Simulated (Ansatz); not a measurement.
The system is HfC.

```xyz
2
Lattice="0.0000 2.3250 2.3250 2.3250 0.0000 2.3250 2.3250 2.3250 0.0000" Properties=species:S:1:pos:R:3 pbc="T T T"
Hf    2.3250    2.3250    2.3250
C     0.0000    0.0000    0.0000
```

Base run:

```yaml
Program: Ansatz 0.2.0
Functional: LDA
Potentials_or_basis: Ansatz PAW
Cutoff: "420 eV (not typed: the program's choice for these potentials)"
k_mesh: 10 × 10 × 10
Occupations: fermi-dirac, width 0.05 eV
Spin: no spin polarisation
```

Its results: band gap on the k mesh none (metal or under the smearing width); pressure -11.9 GPa.

Question: The run is repeated on the same cell with these changes: functional from LDA to r2SCAN; cutoff from 420 eV (not typed: the program's choice for these potentials) to 500 eV (not typed: the program's choice for these potentials). What comes out?

Answer: Band gap on the k mesh none (metal or under the smearing width); pressure -1.4 GPa.

Caveats: spin-orbit coupling is left out, which moves the levels of the heavy elements; the PAW data sets come from PBE, with cores solved anew for the run's functional, which leaves a small shift of forces and pressure.
